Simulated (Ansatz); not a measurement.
The system is TiSi2.

```xyz
6
Lattice="0.0000 4.1175 4.2629 2.3895 0.0000 4.2629 2.3895 4.1175 0.0000" Properties=species:S:1:pos:R:3 pbc="T T T"
Ti    3.5843    6.1763    6.3943
Ti    2.3895    4.1175    4.2629
Si    1.1948    3.3975    2.1314
Si    1.1948    0.7200    2.1314
Si    2.3895    1.3387    4.2629
Si    2.3895    6.8963    4.2629
```

The cell is a database's computed one.

Base run:

- Program: Ansatz 0.2.0
- Functional: PBE
- Potentials or basis: Ansatz PAW
- Cutoff: 420 eV (not typed: the program's choice for these potentials)
- k mesh: 7 × 7 × 7
- Occupations: fermi-dirac, width 0.05 eV
- Spin: no spin polarisation
- Hubbard terms: Ti d U = 8 eV

Its results: band gap on the k mesh none (metal or under the smearing width); pressure 11.5 GPa; largest force 0.257 eV/Å.

Task: The run is repeated on the same cell with these changes: hubbard terms from Ti d U = 8 eV to Ti d U = 3 eV. What comes out?

Result: Band gap on the k mesh none (metal or under the smearing width); pressure 4.5 GPa; largest force 0.067 eV/Å.

Caveats: U without spin polarisation on a metal has little footing; the U is typed as a test and isn't derived for this compound.
